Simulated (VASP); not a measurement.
# Si (P6/mmm) in VASP: notebook

The runs below take Si through relaxation of cell and atoms, with PBEsol.

All numbers are computed with VASP 6.6.1; they aren't measurements. Logs are shortened: lines on timing, memory, paths and dates and some standing lists are left out, and cuts for length are marked.

### Step 1. The structure

Symmetry: P6/mmm, No. 191, hexagonal system. The conventional cell has a = 2.621 Å, b = 2.621 Å, c = 2.466 Å, α = 90.00°, β = 90.00°, γ = 120.00°. Around Si (site symmetry 6/mmm) lie 8 Si at 2.47 to 2.62 Å.

This isn't the form of Si at room conditions, which is diamond.

### Step 2. Relaxation of cell and atoms, PBEsol, target pressure 15.8 GPa, at which the enthalpy is minimised

Contents of INCAR:

```
SYSTEM = Si
ALGO = Normal ; EDIFF = 1E-6
EDIFFG = -0.01 ; ENCUT = 600
GGA = PS ; IBRION = 2
ISIF = 3 ; ISMEAR = 1
LASPH = .TRUE. ; LCHARG = .FALSE.
LREAL = .FALSE. ; LWAVE = .FALSE.
NELM = 80 ; NSW = 90
PREC = Accurate ; PSTRESS = 158.0
SIGMA = 0.1
```

Contents of KPOINTS:

```
k-points
0
G
  18 18 15
  0 0 0
```

Contents of POSCAR:

```
Si
1.0
    2.6205428149      0.0000000000      0.0000000000
   -1.3102714075      2.2694566494      0.0000000000
    0.0000000000      0.0000000000      2.4663543900
Si
1
Direct
    0.0000000000      0.0000000000      0.0000000000
```

Potentials or basis: VASP PAW PBE potentials, release 64 (Si).

The run is started by

```console
> cat potpaw_PBE.64/Si/POTCAR > POTCAR
> mpirun -np 1 vasp_std > vasp.out
```

OUTCAR:

```text
SYSTEM = Si
   EDIFF = 1E-6
   EDIFFG = -0.01
   ENCUT = 600
   GGA = PS
   IBRION = 2
   ISIF = 3
   ISMEAR = 1
   LASPH = .TRUE.
   LREAL = .FALSE.
   NELM = 80
   NSW = 90
   PREC = Accurate
   PSTRESS = 158.0

 ion  position               nearest neighbor table
   1  0.000  0.000  0.000-

  LATTYP: Found a hexagonal cell.
 ALAT       =     2.6205428149
 C/A-ratio  =     0.9411616463

  Lattice vectors:

 A1 = (   2.6205428149,   0.0000000000,   0.0000000000)
 A2 = (  -1.3102714075,   2.2694566494,   0.0000000000)
 A3 = (   0.0000000000,   0.0000000000,   2.4663543900)

Analysis of symmetry for initial positions (statically):
=====================================================================
 Subroutine PRICEL returns:
 Original cell was already a primitive cell.

 Routine SETGRP: Setting up the symmetry group for a
 hexagonal supercell.

 Subroutine GETGRP returns: Found 24 space group operations
 (whereof 24 operations were pure point group operations)
 out of a pool of 24 trial point group operations.

The static configuration has the point symmetry D_6h.

Analysis of symmetry for dynamics (positions and initial velocities):
=====================================================================
 Subroutine PRICEL returns:
 Original cell was already a primitive cell.

 Routine SETGRP: Setting up the symmetry group for a
 hexagonal supercell.

 Subroutine GETGRP returns: Found 24 space group operations
 (whereof 24 operations were pure point group operations)
 out of a pool of 24 trial point group operations.

The dynamic configuration has the point symmetry D_6h.

 Subroutine INISYM returns: Found 24 space group operations
 (whereof 24 operations are pure point group operations),
 and found     1 'primitive' translations

----------------------------------------------------------------------------------------

                                     Primitive cell

  volume of cell :      14.6679

  direct lattice vectors                    reciprocal lattice vectors
     2.620542815  0.000000000  0.000000000     0.381600329  0.220317053  0.000000000
    -1.310271407  2.269456649  0.000000000     0.000000000  0.440634105  0.000000000
     0.000000000  0.000000000  2.466354390     0.000000000  0.000000000  0.405456736

  length of vectors
     2.620542815  2.620542815  2.466354390     0.440634105  0.440634105  0.405456736

  position of ions in fractional coordinates (direct lattice)
     0.000000000  0.000000000  0.000000000

[... 57 lines left out ...]
   k-points           NKPTS =    296   k-points in BZ     NKDIM =    296   number of bands    NBANDS=      6
   number of dos      NEDOS =    301   number of ions     NIONS =      1
   total plane-waves  NPLWV =  11520
   dimension x,y,z NGX =    24 NGY =   24 NGZ =   20
   dimension x,y,z NGXF=    48 NGYF=   48 NGZF=   40
   ions per type =               1
   NGX,Y,Z   is equivalent  to a cutoff of  15.23, 15.23, 13.48 a.u.
   NGXF,Y,Z  is equivalent  to a cutoff of  30.45, 30.45, 26.96 a.u.
 SYSTEM =  Si
   PREC   = accura    normal or accurate (medium, high low for compatibility)
   ISTART =      0    job   : 0-new  1-cont  2-samecut
   ICHARG =      2    charge: 1-file 2-atom 10-const
   ISPIN  =      1    spin polarized calculation?
   LNONCOLLINEAR =      F non collinear calculations
   LSORBIT =      F    spin-orbit coupling
   LASPH  =      T    aspherical Exc in radial PAW
   ENCUT  =  600.0 eV  44.10 Ry    6.64 a.u.   5.23  5.23  4.93*2*pi/ulx,y,z
   NELM   =     80;   NELMIN=  2; NELMDL= -5     # of ELM steps
   EDIFF  = 0.1E-05   stopping-criterion for ELM
   LREAL  =      F    real-space projection
   EDIFFG = -.1E-01   stopping-criterion for IOM
   NSW    =     90    number of steps for IOM
   IBRION =      2    ionic relax: 0-MD 1-quasi-New 2-CG
   NFREE  =      1    steps in history (QN), initial steepest desc. (CG)
   ISIF   =      3    stress and relaxation
   ISYM   =      2    0-nonsym 1-usesym 2-fastsym
   POTIM  = 0.5000    time-step for ionic-motion
   TEBEG  =    0.0;   TEEND  =   0.0 temperature during run
   PSTRESS=  158.0 pullay stress
   NELECT =       4.0000    total number of electrons
   NUPDOWN=      -1.0000    fix difference up-down
   EMIN   =  10.00;   EMAX   =-10.00  energy-range for DOS
   EFERMI =   0.00;   METHOD = LEGACY
   ISMEAR =     1;   SIGMA  =   0.10  broadening in eV -4-tet -1-fermi 0-gaus
   EFERMI_NEDOS =   21; number of points for ismear=-14 and -15
   IALGO  =     38    algorithm
   IMIX   =      4    mixing-type and parameters
     AMIX     =   0.40;   BMIX     =  1.00
     AMIX_MAG =   1.60;   BMIX_MAG =  1.00
  volume/ion in A,a.u.               =      14.67        98.98
  Fermi-wavevector in a.u.,A,eV,Ry     =   1.061627  2.006184 15.334472  1.127052
  Thomas-Fermi vector in A             =   2.197050
   LORBIT       =      0    0 simple, 1 ext, 2 COOP (PROOUT), +10 PAW based schemes
   GGA     = PS    functional components
   LHFCALC =     F    Hartree Fock is set to
   AEXX    =    0.0000 exact exchange contribution
   IVDW    =     0    specifies the selected vdW correction
   LEPSILON=     F    determine dielectric tensor
   LRPA    =     F    only Hartree local field effects (RPA)
 conjugate gradient relaxation of ions
 non-spin polarized calculation
 Methfessel and Paxton  Order N= 1 SIGMA  =   0.10
  energy-cutoff  :      600.00
  volume of cell :       14.67
 maximum number of plane-waves:       498
 NGX is ok and might be reduce to    24
   NGX = 11   NGY = 11   NGZ =  9

--------------------------------------- Ionic step        1  -------------------------------------------

 number of electron       4.0000000 magnetization

 Free energy of the ion-electron system (eV)
  ---------------------------------------------------
  ext. energy  EPLUGINS =         0.00000000
  ---------------------------------------------------
  free energy    TOTEN  =        -5.54971286 eV

  energy without entropy =       -5.54969017  energy(sigma->0) =       -5.54970530

 E-fermi :   9.6798     XC(G=0): -11.1324

 val. band max:        9.6729087839   @ k =   0.3889   0.1667   0.0000
 cond. band min:       9.7099789217   @ k =   0.3333   0.2222   0.4667
 fundamental gap:      0.0370701377
 Fermi energy:         9.6797540881

 k-point     1 :       0.0000    0.0000    0.0000
  band No.  band energies     occupation
      1      -4.4983      2.00000
      2      17.1715      0.00000
      3      17.6372      0.00000
      4      20.0078      0.00000
      5      20.0078      0.00000
      6      21.9115      0.00000
[... 428 lines left out ...]
--------------------------------------- Ionic step        7  -------------------------------------------

 number of electron       4.0000000 magnetization

 Free energy of the ion-electron system (eV)
  ---------------------------------------------------
  ext. energy  EPLUGINS =         0.00000000
  ---------------------------------------------------
  free energy    TOTEN  =        -5.48262884 eV

  energy without entropy =       -5.48279762  energy(sigma->0) =       -5.48268510

 E-fermi :  11.0928     XC(G=0): -11.5445

 val. band max:       11.0860645385   @ k =   0.2222   0.1667   0.2000
 cond. band min:      11.1386172023   @ k =   0.3889   0.1667   0.0667
 fundamental gap:      0.0525526638
 Fermi energy:        11.0928459620

 k-point     1 :       0.0000    0.0000    0.0000
  band No.  band energies     occupation
      1      -4.0698      2.00000
      2      18.5548      0.00000
      3      19.5704      0.00000
      4      22.6353      0.00000
      5      22.6353      0.00000
      6      23.7534      0.00000
[... 239 lines left out ...]
  energy  without entropy=       -5.4827976237  energy(sigma->0) =       -5.48268510

  enthalpy is  TOTEN    =        -4.1758476858 eV   P V=        1.3067811574

 reached required accuracy - stopping structural energy minimisation
```

Run time: 35 s. Hardware: 1 thread of Intel Xeon Platinum 8559C (Emerald Rapids), shared host; peak memory 0.15 GiB.

What came out:

- Free energy: -5.4826 eV
- Relaxed volume: 13.25 Å³/atom
- Relaxed cell: a = 2.529 Å, b = 2.529 Å, c = 2.392 Å, α = 90.00°, β = 90.00°, γ = 120.00°
- Space group after relaxing (to 0.05 Å): P6/mmm (No. 191)
- Energy change on relaxing (the enthalpy is what falls): +67.1 meV/atom
- Ionic steps: 7
- Pressure after relaxing: 15.8 GPa
- Band gap on the k mesh: none (metal or under the smearing width)

The path:
```
step  energy change (eV)  largest force (eV/Å)  pressure (GPa)  volume (Å³)
   1              0.0000                0.0000            0.78        14.67
   2              0.2851                0.0000           39.40        11.94
   3              0.0644                0.0000           15.42        13.28
   4              0.0670                0.0000           15.79        13.25
   5              0.0698                0.0000           16.17        13.22
   6              0.0646                0.0000           15.41        13.28
   7              0.0671                0.0000           15.76        13.25
```

Final structure:
```yaml
crystal:
  lattice:
    - [2.52894, 0.00000, 0.00000]
    - [-1.26447, 2.19013, 0.00000]
    - [0.00000, 0.00000, 2.39248]
  atoms:
    - { symbol: Si, position: [0.00000, 0.00000, 0.00000] }
```

Levels at points of the mesh, in eV from the Fermi level:
| k point | band 1 | band 2 | band 3 | band 4 | band 5 |
| --- | --- | --- | --- | --- | --- |
| (0.00, 0.00, 0.00) | -15.16 | 7.46 | 8.48 | 11.54 | 11.54 |
| (0.50, 0.00, 0.00) | -7.94 | -7.57 | 5.64 | 6.57 | 14.09 |

Caveat: the cell is relaxed towards a set pressure, so the enthalpy falls and the energy may rise; the PAW data sets were made with another functional, which shifts forces and pressure a little.

### Step 3. Relaxation of cell and atoms, PBEsol, target pressure 15.8 GPa, at which the enthalpy is minimised

This run uses another cell than the first one, of 13.25 Å³/atom, 0.903 times its volume.

INCAR, as its differences from that of step 2:

```diff
@@ -1,4 +1,4 @@
 SYSTEM = Si
-ALGO = Normal ; EDIFF = 1E-6
-EDIFFG = -0.01 ; ENCUT = 600
+ALGO = Normal ; EDIFF = 1E-7
+EDIFFG = -0.005 ; ENCUT = 600
 GGA = PS ; IBRION = 2
```

KPOINTS is that of step 2.

Contents of POSCAR:

```
Si                                      
1.0
    2.5289424805     -0.0000000000     -0.0000000000
   -1.2644712403      2.1901284329      0.0000000000
   -0.0000000000     -0.0000000000      2.3924772907
  Si            
     1
Direct
     0.0000000000000000    0.0000000000000000    0.0000000000000000
```

Potentials or basis: VASP PAW PBE potentials, release 64 (Si).

The run is started by

```console
> cat potpaw_PBE.64/Si/POTCAR > POTCAR
> mpirun -np 1 vasp_std > vasp.out
```

OUTCAR:

```text
SYSTEM = Si
   EDIFF = 1E-7
   EDIFFG = -0.005
   ENCUT = 600
   GGA = PS
   IBRION = 2
   ISIF = 3
   ISMEAR = 1
   LASPH = .TRUE.
   LREAL = .FALSE.
   NELM = 80
   NSW = 90
   PREC = Accurate
   PSTRESS = 158.0

 ion  position               nearest neighbor table
   1  0.000  0.000  0.000-

  LATTYP: Found a hexagonal cell.
 ALAT       =     2.5289424805
 C/A-ratio  =     0.9460386344

  Lattice vectors:

 A1 = (   2.5289424805,   0.0000000000,   0.0000000000)
 A2 = (  -1.2644712403,   2.1901284329,   0.0000000000)
 A3 = (   0.0000000000,   0.0000000000,   2.3924772907)

Analysis of symmetry for initial positions (statically):
=====================================================================
 Subroutine PRICEL returns:
 Original cell was already a primitive cell.

 Routine SETGRP: Setting up the symmetry group for a
 hexagonal supercell.

 Subroutine GETGRP returns: Found 24 space group operations
 (whereof 24 operations were pure point group operations)
 out of a pool of 24 trial point group operations.

The static configuration has the point symmetry D_6h.

Analysis of symmetry for dynamics (positions and initial velocities):
=====================================================================
 Subroutine PRICEL returns:
 Original cell was already a primitive cell.

 Routine SETGRP: Setting up the symmetry group for a
 hexagonal supercell.

 Subroutine GETGRP returns: Found 24 space group operations
 (whereof 24 operations were pure point group operations)
 out of a pool of 24 trial point group operations.

The dynamic configuration has the point symmetry D_6h.

 Subroutine INISYM returns: Found 24 space group operations
 (whereof 24 operations are pure point group operations),
 and found     1 'primitive' translations

----------------------------------------------------------------------------------------

                                     Primitive cell
[... 112 lines left out ...]
  Thomas-Fermi vector in A             =   2.234559
   LORBIT       =      0    0 simple, 1 ext, 2 COOP (PROOUT), +10 PAW based schemes
   GGA     = PS    functional components
   LHFCALC =     F    Hartree Fock is set to
   AEXX    =    0.0000 exact exchange contribution
   IVDW    =     0    specifies the selected vdW correction
   LEPSILON=     F    determine dielectric tensor
   LRPA    =     F    only Hartree local field effects (RPA)
 conjugate gradient relaxation of ions
 non-spin polarized calculation
 Methfessel and Paxton  Order N= 1 SIGMA  =   0.10
  energy-cutoff  :      600.00
  volume of cell :       13.25
 maximum number of plane-waves:       459
   NGX = 11   NGY = 11   NGZ =  9

 number of electron       4.0000000 magnetization

 Free energy of the ion-electron system (eV)
  ---------------------------------------------------
  ext. energy  EPLUGINS =         0.00000000
  ---------------------------------------------------
  free energy    TOTEN  =        -5.48257757 eV

  energy without entropy =       -5.48274627  energy(sigma->0) =       -5.48263380

 E-fermi :  11.0928     XC(G=0): -11.5446

 val. band max:       11.0860151596   @ k =   0.2222   0.1667   0.2000
 cond. band min:      11.1385957295   @ k =   0.3889   0.1667   0.0667
 fundamental gap:      0.0525805699
 Fermi energy:        11.0928208540

 k-point     1 :       0.0000    0.0000    0.0000
  band No.  band energies     occupation
      1      -4.0698      2.00000
      2      18.5547      0.00000
      3      19.5704      0.00000
      4      22.6352      0.00000
      5      22.6352      0.00000
      6      23.7534      0.00000
[... 199 lines left out ...]
 k-point    24 :       0.3889    0.1111    0.0000
  band No.  band energies     occupation
      1       2.0711      2.00000
      2       5.3066      2.00000
      3      13.0680     -0.00000
      4      21.6310      0.00000
      5      24.6325      0.00000
      6      27.7749      0.00000

 [... further k-points ...]

------------------------ aborting loop because EDIFF is reached ----------------------------------------

  FORCE on cell =-STRESS in cart. coord.  units (eV):
  Direction    XX          YY          ZZ          XY          YZ          ZX
  --------------------------------------------------------------------------------------
  -------------------------------------------------------------------------------------
  Total        1.3023458      1.3023458      1.3076177     -0.0000000     -0.0000000      0.0000000
  in kB      157.4637301    157.4637301    158.1011406     -0.0000000     -0.0000000      0.0000000
  external PRESSURE =      -0.3237997 kB  Pullay stress =     158.0000000 kB

 VOLUME and BASIS-vectors are now :
 -----------------------------------------------------------------------------
  energy-cutoff  :      600.00
  volume of cell :       13.25
      direct lattice vectors                 reciprocal lattice vectors
     2.528942481  0.000000000  0.000000000     0.395422200  0.228297114  0.000000000
    -1.264471240  2.190128433  0.000000000     0.000000000  0.456594228  0.000000000
     0.000000000  0.000000000  2.392477291     0.000000000  0.000000000  0.417976799

 POSITION                                       TOTAL-FORCE (eV/Angst)
 -----------------------------------------------------------------------------------
      0.00000      0.00000      0.00000        -0.000000      0.000000      0.000000
 -----------------------------------------------------------------------------------
    total drift:                               -0.000000     -0.000000      0.000000

  FREE ENERGIE OF THE ION-ELECTRON SYSTEM (eV)
  ---------------------------------------------------
  free  energy   TOTEN  =        -5.4825775697 eV

  energy  without entropy=       -5.4827462663  energy(sigma->0) =       -5.48263380

  enthalpy is  TOTEN    =        -4.1757964123 eV   P V=        1.3067811575

 reached required accuracy - stopping structural energy minimisation
```

Wall time 15 s (1 thread of Intel Xeon Platinum 8559C (Emerald Rapids), shared host); peak memory 0.13 GiB.

What came out:

* Free energy: -5.4826 eV
* Pressure after relaxing: 15.8 GPa
* Band gap on the k mesh: none (metal or under the smearing width)

Final structure:
```
Si
1.0
     2.52894    0.00000    0.00000
    -1.26447    2.19013    0.00000
     0.00000    0.00000    2.39248
Si
1
Direct
  0.00000 0.00000 0.00000
```

Levels at points of the mesh, in eV from the Fermi level:
| k point | band 1 | band 2 | band 3 | band 4 | band 5 | band 6 |
| --- | --- | --- | --- | --- | --- | --- |
| (0.00, 0.00, 0.00) | -15.16 | 7.46 | 8.48 | 11.54 | 11.54 | 12.66 |
| (0.50, 0.00, 0.00) | -7.94 | -7.57 | 5.64 | 6.57 | 14.09 | 15.55 |

Caveat: the relaxation stopped at its first step, so nothing moved; the cell is relaxed towards a set pressure, so the enthalpy falls and the energy may rise; the PAW data sets were made with another functional, which shifts forces and pressure a little.

### Step 4. Relaxation of cell and atoms, PBEsol

Contents of INCAR:

```
SYSTEM = Si
ALGO = Normal
EDIFF = 1E-6
EDIFFG = -0.01
ENCUT = 600
GGA = PS
IBRION = 2
ISIF = 3
ISMEAR = 1
LASPH = .TRUE.
LCHARG = .FALSE.
LREAL = .FALSE.
LWAVE = .FALSE.
NELM = 80
NSW = 90
PREC = Accurate
SIGMA = 0.1
```

KPOINTS is that of step 3.

Contents of POSCAR:

```
Si
1.0
    2.6205428149      0.0000000000      0.0000000000
   -1.3102714075      2.2694566494      0.0000000000
    0.0000000000      0.0000000000      2.4663543900
Si
1
Direct
    0.0000000000      0.0000000000      0.0000000000
```

The run is started by

```console
> cat potpaw_PBE.64/Si/POTCAR > POTCAR
> mpirun -np 1 vasp_std > vasp.out
```

Wall time 28 s (1 thread of Intel Xeon Platinum 8488C (Sapphire Rapids), shared host); peak memory 0.15 GiB.

Results (log left out):

```
Free energy                            : -5.5502 eV
Relaxed volume                         : 14.77 Å³/atom
Relaxed cell                           : a = 2.621 Å, b = 2.621 Å, c = 2.482 Å, α = 90.00°, β = 90.00°, γ = 120.00°
Space group after relaxing (to 0.05 Å) : P6/mmm (No. 191)
Energy gained by relaxing              : 0.5 meV/atom
Ionic steps                            : 5
Pressure after relaxing                : 0.0 GPa
Band gap on the k mesh                 : none (metal or under the smearing width)
```

Stress tensor (GPa, compression positive):
```
 0.05  0.00  0.00
 0.00  0.05  0.00
 0.00  0.00 -0.06
```

Step by step:
| step | energy change (eV) | largest force (eV/Å) | pressure (GPa) | volume (Å³) |
| --- | --- | --- | --- | --- |
| 1 | 0.0000 | 0.0000 | 0.78 | 14.67 |
| 2 | -0.0004 | 0.0000 | -0.42 | 14.82 |
| 3 | -0.0005 | 0.0000 | -0.09 | 14.78 |
| 4 | -0.0005 | 0.0000 | -0.10 | 14.78 |
| 5 | -0.0005 | 0.0000 | 0.01 | 14.77 |

Final structure:
```cif
data_structure
_symmetry_space_group_name_H-M 'P 1'
_symmetry_Int_Tables_number 1
_cell_length_a 2.6212
_cell_length_b 2.6212
_cell_length_c 2.4816
_cell_angle_alpha 90.000
_cell_angle_beta 90.000
_cell_angle_gamma 120.000
_cell_volume 14.77
loop_
_atom_site_label
_atom_site_type_symbol
_atom_site_fract_x
_atom_site_fract_y
_atom_site_fract_z
_atom_site_occupancy
Si1 Si 0.00000 0.00000 0.00000 1
```

Levels at points of the mesh, in eV from the Fermi level:
```
           k point  band 1  band 2  band 3  band 4  band 5
(0.00, 0.00, 0.00)  -14.13    7.42    7.72   10.36   10.36
(0.50, 0.00, 0.00)   -7.60   -6.83    5.15    6.52   12.61
```

Caveat: the PAW data sets were made with another functional, which shifts forces and pressure a little.
